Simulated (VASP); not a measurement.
# AlAs (F-43m) in VASP: single point with PBE

Aim: the single point of AlAs with PBE.

All numbers are computed with VASP 6.6.1; they aren't measurements. Logs are shortened: lines on timing, memory, paths and dates and some standing lists are left out, and cuts for length are marked.

## (1) The crystal as given

It takes space group F-43m (No. 216, cubic). The conventional cell has a = 5.661 Å, b = 5.661 Å, c = 5.661 Å, α = 90.00°, β = 90.00°, γ = 90.00°. As (site symmetry -43m) is surrounded by 4 Al at 2.45 Å. Around Al (site symmetry -43m) lie 4 As at 2.45 Å.

## (2) Single point, PBE

INCAR

```
SYSTEM = AlAs
PREC     = Accurate       ! precision mode
ENCUT    = 520            ! plane-wave cutoff, eV
EDIFF    = 1E-6           ! SCF threshold, eV
ISMEAR   = 0              ! smearing method
SIGMA    = 0.02           ! smearing width, eV
LREAL    = .FALSE.        ! projectors in reciprocal space
LASPH    = .TRUE.         ! aspherical terms in the spheres
NELM     = 100            ! most SCF steps
ALGO     = Fast           ! electronic algorithm
ISIF     = 2              ! what is computed and relaxed
LWAVE    = .FALSE.        ! write WAVECAR
LCHARG   = .FALSE.        ! write CHGCAR
GGA      = PE             ! functional
NBANDS   = 11             ! bands
```

KPOINTS

```
regular mesh
0
G
  3 3 3
  0 0 0
```

POSCAR

```
AlAs
1.0
    0.0000000000      2.8304000000      2.8304000000
    2.8304000000      0.0000000000      2.8304000000
    2.8304000000      2.8304000000      0.0000000000
As Al
1 1
Direct
    0.7500000000      0.7500000000      0.7500000000
    0.0000000000      0.0000000000      0.0000000000
```

Potentials or basis: VASP PAW PBE potentials, release 64 (As, Al).

Launch:

```console
> cat potpaw_PBE.64/As/POTCAR potpaw_PBE.64/Al/POTCAR > POTCAR
> mpirun -np 1 vasp_std > vasp.out
```

OUTCAR:

```text
SYSTEM = AlAs
   PREC = Accurate
   ENCUT = 520
   EDIFF = 1E-6
   ISMEAR = 0
   LREAL = .FALSE.
   LASPH = .TRUE.
   NELM = 100
   ISIF = 2
   GGA = PE

 ion  position               nearest neighbor table
   1  0.750  0.750  0.750-   2 2.45   2 2.45   2 2.45   2 2.45
   2  0.000  0.000  0.000-   1 2.45   1 2.45   1 2.45   1 2.45

  LATTYP: Found a face centered cubic cell.
 ALAT       =     5.6608000000

  Lattice vectors:

 A1 = (   0.0000000000,   2.8304000000,   2.8304000000)
 A2 = (   2.8304000000,   0.0000000000,   2.8304000000)
 A3 = (   2.8304000000,   2.8304000000,   0.0000000000)

Analysis of symmetry for initial positions (statically):
=====================================================================
 Subroutine PRICEL returns:
 Original cell was already a primitive cell.

 Routine SETGRP: Setting up the symmetry group for a
 face centered cubic supercell.

 Subroutine GETGRP returns: Found 24 space group operations
 (whereof 24 operations were pure point group operations)
 out of a pool of 48 trial point group operations.

The static configuration has the point symmetry T_d .

Analysis of symmetry for dynamics (positions and initial velocities):
=====================================================================
 Subroutine PRICEL returns:
 Original cell was already a primitive cell.

 Routine SETGRP: Setting up the symmetry group for a
 face centered cubic supercell.

 Subroutine GETGRP returns: Found 24 space group operations
 (whereof 24 operations were pure point group operations)
 out of a pool of 48 trial point group operations.

The dynamic configuration has the point symmetry T_d .

 Subroutine INISYM returns: Found 24 space group operations
 (whereof 24 operations are pure point group operations),
 and found     1 'primitive' translations

----------------------------------------------------------------------------------------

                                     Primitive cell

  volume of cell :      45.3496

  direct lattice vectors                    reciprocal lattice vectors
     0.000000000  2.830400000  2.830400000    -0.176653477  0.176653477  0.176653477
     2.830400000  0.000000000  2.830400000     0.176653477 -0.176653477  0.176653477
     2.830400000  2.830400000  0.000000000     0.176653477  0.176653477 -0.176653477

  length of vectors
     4.002790067  4.002790067  4.002790067     0.305972797  0.305972797  0.305972797

  position of ions in fractional coordinates (direct lattice)
     0.750000000  0.750000000  0.750000000
     0.000000000  0.000000000  0.000000000

  ion indices of the primitive-cell ions
   primitive index   ion index
                 1           1
                 2           2

----------------------------------------------------------------------------------------

 KPOINTS: regular mesh

Automatic generation of k-mesh.
 Grid dimensions read from file:
 generate k-points for:    3    3    3

 Generating k-lattice:

  Cartesian coordinates                     Fractional coordinates (reciprocal lattice)
    -0.058884492  0.058884492  0.058884492     0.333333333  0.000000000  0.000000000
     0.058884492 -0.058884492  0.058884492     0.000000000  0.333333333  0.000000000
     0.058884492  0.058884492 -0.058884492     0.000000000  0.000000000  0.333333333

  Length of vectors
     0.101990932  0.101990932  0.101990932

  Shift w.r.t. Gamma in fractional coordinates (k-lattice)
     0.000000000  0.000000000  0.000000000

 Subroutine IBZKPT returns following result:
 ===========================================

 Found      4 irreducible k-points:

 Following reciprocal coordinates:
            Coordinates               Weight
  0.000000  0.000000  0.000000      1.000000
  0.333333  0.000000  0.000000      8.000000
  0.333333  0.333333  0.000000      6.000000
 -0.333333  0.333333  0.000000     12.000000
   k-points           NKPTS =      4   k-points in BZ     NKDIM =      4   number of bands    NBANDS=     11
   number of dos      NEDOS =    301   number of ions     NIONS =      2
   total plane-waves  NPLWV =  27000
   dimension x,y,z NGX =    30 NGY =   30 NGZ =   30
   dimension x,y,z NGXF=    60 NGYF=   60 NGZF=   60
   ions per type =               1   1
   NGX,Y,Z   is equivalent  to a cutoff of  12.46, 12.46, 12.46 a.u.
   NGXF,Y,Z  is equivalent  to a cutoff of  24.92, 24.92, 24.92 a.u.
 SYSTEM =  AlAs
   PREC   = accura    normal or accurate (medium, high low for compatibility)
   ISTART =      0    job   : 0-new  1-cont  2-samecut
   ICHARG =      2    charge: 1-file 2-atom 10-const
   ISPIN  =      1    spin polarized calculation?
   LNONCOLLINEAR =      F non collinear calculations
   LSORBIT =      F    spin-orbit coupling
   LASPH  =      T    aspherical Exc in radial PAW
   ENCUT  =  520.0 eV  38.22 Ry    6.18 a.u.   7.44  7.44  7.44*2*pi/ulx,y,z
   NELM   =    100;   NELMIN=  2; NELMDL= -5     # of ELM steps
   EDIFF  = 0.1E-05   stopping-criterion for ELM
   LREAL  =      F    real-space projection
   EDIFFG = 0.1E-04   stopping-criterion for IOM
   NSW    =      0    number of steps for IOM
   IBRION =     -1    ionic relax: 0-MD 1-quasi-New 2-CG
   NFREE  =      0    steps in history (QN), initial steepest desc. (CG)
   ISIF   =      2    stress and relaxation
   ISYM   =      2    0-nonsym 1-usesym 2-fastsym
   POTIM  = 0.5000    time-step for ionic-motion
   TEBEG  =    0.0;   TEEND  =   0.0 temperature during run
   PSTRESS=    0.0 pullay stress
   NELECT =       8.0000    total number of electrons
   NUPDOWN=      -1.0000    fix difference up-down
   EMIN   =  10.00;   EMAX   =-10.00  energy-range for DOS
   EFERMI =   0.00;   METHOD = LEGACY
   ISMEAR =     0;   SIGMA  =   0.02  broadening in eV -4-tet -1-fermi 0-gaus
   EFERMI_NEDOS =   21; number of points for ismear=-14 and -15
   IALGO  =     68    algorithm
   IMIX   =      4    mixing-type and parameters
     AMIX     =   0.40;   BMIX     =  1.00
     AMIX_MAG =   1.60;   BMIX_MAG =  1.00
  volume/ion in A,a.u.               =      22.67       153.02
  Fermi-wavevector in a.u.,A,eV,Ry     =   0.918150  1.735052 11.469706  0.843000
  Thomas-Fermi vector in A             =   2.043199
   LORBIT       =      0    0 simple, 1 ext, 2 COOP (PROOUT), +10 PAW based schemes
   GGA     = PE    functional components
   LHFCALC =     F    Hartree Fock is set to
   AEXX    =    0.0000 exact exchange contribution
   IVDW    =     0    specifies the selected vdW correction
   LEPSILON=     F    determine dielectric tensor
   LRPA    =     F    only Hartree local field effects (RPA)
 non-spin polarized calculation
 RMM-DIIS sequential band-by-band and
 Gauss-broadening in eV      SIGMA  =   0.02
  energy-cutoff  :      520.00
  volume of cell :       45.35
 maximum number of plane-waves:      1243
 NGX is ok and might be reduce to    30
   NGX = 15   NGY = 15   NGZ = 15

 number of electron       8.0000000 magnetization

 Free energy of the ion-electron system (eV)
  ---------------------------------------------------
  ext. energy  EPLUGINS =         0.00000000
  ---------------------------------------------------
  free energy    TOTEN  =        -8.94333743 eV

  energy without entropy =       -8.94333743  energy(sigma->0) =       -8.94333743

 E-fermi :   4.1687     XC(G=0):  -8.9830

 val. band max:        3.9995651867   @ k =   0.0000   0.0000   0.0000
 cond. band min:       5.9249122179   @ k =   0.3333   0.3333   0.0000
 fundamental gap:      1.9253470312
 Fermi energy:         4.1686670807

 k-point     1 :       0.0000    0.0000    0.0000
  band No.  band energies     occupation
      1      -7.8659      2.00000
      2       3.9996      2.00000
      3       3.9996      2.00000
      4       3.9996      2.00000
      5       6.0453      0.00000
      6       8.2108      0.00000
      7       8.2108      0.00000
      8       8.2108      0.00000
      9      12.8331      0.00000
     10      12.9409      0.00000
     11      12.9409      0.00000

 k-point     2 :       0.3333    0.0000    0.0000
  band No.  band energies     occupation
      1      -6.9071      2.00000
      2      -0.5288      2.00000
      3       3.3253      2.00000
      4       3.3253      2.00000
      5       6.3230      0.00000
      6       8.7894      0.00000
      7       8.7894      0.00000
      8      11.4834      0.00000
      9      12.9790      0.00000
     10      12.9790      0.00000
     11      13.3372      0.00000

 k-point     3 :       0.3333    0.3333    0.0000
  band No.  band energies     occupation
      1      -6.5629      2.00000
      2      -0.3216      2.00000
      3       2.1826      2.00000
      4       2.1826      2.00000
      5       5.9249      0.00000
      6       6.9471      0.00000
      7      12.1202      0.00000
      8      12.1202      0.00000
      9      13.0211      0.00000
     10      14.8833      0.00000
     11      17.6390      0.00000

 k-point     4 :      -0.3333    0.3333    0.0000
  band No.  band energies     occupation
      1      -6.0031      2.00000
      2      -1.1061      2.00000
      3       0.4413      2.00000
      4       2.4420      2.00000
      5       6.5340      0.00000
      6      10.3116      0.00000
      7      11.2475      0.00000
      8      11.5719      0.00000
      9      11.8960      0.00000
     10      12.8369      0.00000
     11      18.2891      0.00000

------------------------ aborting loop because EDIFF is reached ----------------------------------------

  FORCE on cell =-STRESS in cart. coord.  units (eV):
  Direction    XX          YY          ZZ          XY          YZ          ZX
  --------------------------------------------------------------------------------------
  -------------------------------------------------------------------------------------
  Total        1.1108332      1.1108332      1.1108332      0.0000000     -0.0000000      0.0000000
  in kB       39.2451491     39.2451491     39.2451491      0.0000000     -0.0000000      0.0000000
  external PRESSURE =      39.2451491 kB  Pullay stress =       0.0000000 kB

 VOLUME and BASIS-vectors are now :
 -----------------------------------------------------------------------------
  energy-cutoff  :      520.00
  volume of cell :       45.35
      direct lattice vectors                 reciprocal lattice vectors
     0.000000000  2.830400000  2.830400000    -0.176653477  0.176653477  0.176653477
     2.830400000  0.000000000  2.830400000     0.176653477 -0.176653477  0.176653477
     2.830400000  2.830400000  0.000000000     0.176653477  0.176653477 -0.176653477

 POSITION                                       TOTAL-FORCE (eV/Angst)
 -----------------------------------------------------------------------------------
      4.24560      4.24560      4.24560         0.000000      0.000000      0.000000
      0.00000      0.00000      0.00000        -0.000000     -0.000000     -0.000000
 -----------------------------------------------------------------------------------
    total drift:                                0.000000      0.000000      0.000000

  FREE ENERGIE OF THE ION-ELECTRON SYSTEM (eV)
  ---------------------------------------------------
  free  energy   TOTEN  =        -8.9433374286 eV

  energy  without entropy=       -8.9433374286  energy(sigma->0) =       -8.94333743
```

It took 3.3 s on 1 thread of Intel Xeon Platinum 8488C (Sapphire Rapids), shared host; peak memory 0.15 GiB.

Results:

| Property | Result |
| --- | --- |
| Free energy | -8.9433 eV |
| Pressure | 3.9 GPa |
| Band gap on the k mesh | 1.93 eV, indirect (least direct gap 2.05 eV) |

Caveat: the k mesh is coarse (spacing up to 0.64 Å⁻¹), so the values aren't converged; an odd mesh through Γ misses points on the zone boundary, where band edges often lie.
